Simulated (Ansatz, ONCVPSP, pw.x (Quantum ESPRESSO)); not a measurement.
Be: does the ONCV potential hold in the solid?

ONCVPSP 4.0.1.1 (patched build) input, shortened (lines: element, Z, core and valence counts, functional; n l f; lmax; l rc ep ncon nbas qcut; lloc lpopt rc5 dvloc0; l nproj debl; icmod fcfact rcfact), PBE, scalar-relativistic:

```
  Be 4.00    1    1        4      upf
    1    0    2.00
    2    0    2.00
    2
    0    2.15    0.00    3    8    3.70
    1    1.65    0.47    5   10    4.40
    2    1.75    0.41    4    7    6.20
    4    5    1.65   -1.00
    0    2    0.30
    1    2    1.30
    2    2    1.80
    3    3.25    1.70
```

In the p channel the program set the typed energies aside and used 0.050, 1.350 Ha.

Atomic tests: cutoffs needed: 4.3 Ha and 6.0 Ha (the cutoffs (Ha) at which the residual kinetic energy of the hardest occupied pseudo-wave falls to 1 and 0.1 mHa per electron) The cutoffs count occupied waves only; projector 2 of the p channel, the hardest unoccupied one, needs 17 Ha at the loose tolerance.; ghost test: no bound ghost flagged; no localised positive-energy state flagged; largest excitation error: -4.2 meV (all-electron minus pseudo) for 2s0 2p1, out of 4 test configurations.

Crystal test: bcc Be in pw.x 7.5, no spin, 18³ k-points, Fermi–Dirac smearing 0.01 Ry, cutoffs 50/200 Ry. The reference is all-electron LAPW (Ansatz 0.2.0) with the same functional, mesh and smearing; V0 and B0 come from Birch–Murnaghan fits to the pressures at five volumes. Errors are pseudo minus all-electron; Δ is the rms difference of the E(V) curves that follow from these fits, minima aligned, over ±6 % about the mean V0. Mesh and smearing are coarse, so the numbers serve the comparison and aren't converged zero-temperature values; the lattice is a test structure that the element need not adopt.

| V (Å³/atom) | P all-electron (GPa) | P pseudo (GPa) |
| --- | --- | --- |
| 7.430 | 6.89 | 4.84 |
| 7.625 | 3.27 | 1.25 |
| 7.821 | 0.04 | -1.96 |
| 8.017 | -2.85 | -4.81 |
| 8.212 | -5.43 | -7.35 |

All-electron: a0 = 2.501 Å (V0 = 7.82 Å³/atom), B0 = 122.0 GPa.

Pseudopotential: mean pressure error (GPa): -1.99; a0 (Å): 2.488; a0 error (%): -0.53; B0 error (%): +4.7; Δ (meV/atom): 3.4. The largest radius (2.15 bohr) exceeds half the bond length (2.05 bohr), so the spheres overlap, which is one possible source of error among others. This is a poor potential for the solid.

Q: At the middle volume, how do free energy and pressure move when the wave cutoff is lowered (ecutrho kept at four times it)?

A:

```json
{"cutoff (Ry)": "22", "shift of F (meV/atom)": "+18.8", "shift of P (GPa)": "-0.24"}
{"cutoff (Ry)": "30", "shift of F (meV/atom)": "+12.4", "shift of P (GPa)": "+0.58"}
{"cutoff (Ry)": "40", "shift of F (meV/atom)": "+6.4", "shift of P (GPa)": "-0.07"}
```

The run at the middle volume (195 k-points, 4 iterations) took about 5.4 s on one core of a shared host (Neoverse-N1, 64 threads, 124 GiB, load 61).
